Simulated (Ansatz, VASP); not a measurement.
# One calculation of Zr, two programs

File INCAR:

```
  ALGO = Normal
  EDIFF = 1E-6
  ENCUT = 520
  GGA = PS
  ISIF = 2
  ISMEAR = -1
  LASPH = True
  LCHARG = False
  LREAL = False
  LWAVE = False
  NBANDS = 12
  NELM = 60
  PREC = Accurate
  SIGMA = 0.05
```

The input KPOINTS:

```
k-points
0
Gamma
  10 10 10
```

Contents of POSCAR:

```
Zr
1.0
   -1.7855375418      1.7855375418      1.7855375418
    1.7855375418     -1.7855375418      1.7855375418
    1.7855375418      1.7855375418     -1.7855375418
Zr
1
Direct
    0.0000000000      0.0000000000      0.0000000000
```

input.yaml

```yaml
crystal:
  lattice:
    - [-1.7855375418, 1.7855375418, 1.7855375418]
    - [1.7855375418, -1.7855375418, 1.7855375418]
    - [1.7855375418, 1.7855375418, -1.7855375418]
  atoms:
    - { symbol: Zr, position: [0.0, 0.0, 0.0] }
hamiltonian:
  xc: pbesol
  pseudopotentials: { kind: paw }
kpoints:
  mp_grid: { grid: [10, 10, 10] }
scf:
  occupations: { method: fermi_dirac, width: 0.05 }
output:
  forces: true
  stress: true
  eigenvalues: true
  write_density: true
  write_potential: true
  elf: true
  volumetric_format: npy
```

This isn't the form of Zr at room conditions, which is hcp.

Alike in both runs: task single point; functional PBEsol; k mesh 10 × 10 × 10; occupations fermi-dirac, width 0.05 eV; no spin polarisation.

|  | VASP | Ansatz |
| --- | --- | --- |
| version | VASP 6.6.1 | Ansatz 0.2.0 |
| potentials or method | VASP PAW PBE potentials, release 64 (Zr_sv) | Ansatz PAW |
| plane-wave cutoff (eV) | 520 | 420 |
| valence electrons in the cell | 12 | 12 |

```csv
,VASP,Ansatz,Ansatz less VASP
gap on the k mesh at the Fermi level (eV),none,none,-
pressure (GPa),-4.0,-4.1,-0.07
```

A gap of «none» marks a metal or a gap that the smearing closes. With one functional, cell and mesh, what is left measures potentials, basis and numerics.

Caveats: the PAW data sets were made with another functional, which shifts forces and pressure a little (VASP); the PAW data sets come from PBE, with cores solved anew for the run's functional, which leaves a small shift of forces and pressure (Ansatz).
